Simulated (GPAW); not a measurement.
Crystal: Yb.

```
Yb
1.0
    -2.15148    2.15148    2.15148
     2.15148   -2.15148    2.15148
     2.15148    2.15148   -2.15148
Yb
1
Cartesian
  0.0000 0.0000 0.0000
```

This isn't the form of Yb at room conditions, which is fcc.

Base run:

- Program: GPAW 26.7.0
- Functional: LDA
- Potentials or basis: the program's PAW data sets (release 1.2.1) made for this functional
- Cutoff: 800 eV
- Basis: pw
- k mesh: 9 × 9 × 9
- Occupations: fermi-dirac, width 0.05 eV
- Spin: collinear spin, ferromagnetic start
- Starting moments: [1.0] μB
- Hubbard terms: Yb f U = 3 eV

Its results: band gap on the k mesh none (metal or under the smearing width); pressure -3.1 GPa; net moment 0.00 μB per cell.

**Question.** The run is repeated on the same cell with these changes: hubbard terms from Yb f U = 3 eV to none. What comes out?

**Answer.** Band gap on the k mesh none (metal or under the smearing width); pressure -4.5 GPa; net moment 0.00 μB per cell.

Caveats: one-centre terms of the f shell are cut off; spin-orbit coupling is left out, which moves the levels of the heavy elements.
